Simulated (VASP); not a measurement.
Here is the system:

```
CELL_PARAMETERS angstrom
      0.00000     3.01431     3.01431
      3.01431     0.00000     3.01431
      3.01431     3.01431     0.00000
ATOMIC_POSITIONS crystal
  Li 0.00000 0.00000 0.00000
  I  0.50000 0.50000 0.50000
```

Calculation: LDA (Ceperley-Alder, Perdew-Zunger), VASP's LDA PAW potentials (set 64) (plane waves; VASP 6.6.1). Numerical set-up: 400 eV cut-off, 5×5×5 Γ-centred mesh, Gaussian smearing of 0.010 eV, potentials Li_sv I.

At this cut-off the stress carries a Pulay error, which pulls relaxed volumes low. Unless said otherwise, spin-orbit coupling is left out, though it shifts the bands of the heavy elements here.

Problem. Predict the energy per atom (σ→0), pressure, band gap (on the k-mesh) with the smallest direct gap where there is one.

Solution. 
- band gap (on the k-mesh): 4.13 eV
- smallest direct gap (on the k-mesh): 4.13 eV
- energy per atom (σ→0): -3.280 eV/atom
- pressure: -27.8 kbar

The structure comes from a computed database's LiI entry; how it stands against other phases isn't given here. The cell was not relaxed at this level.
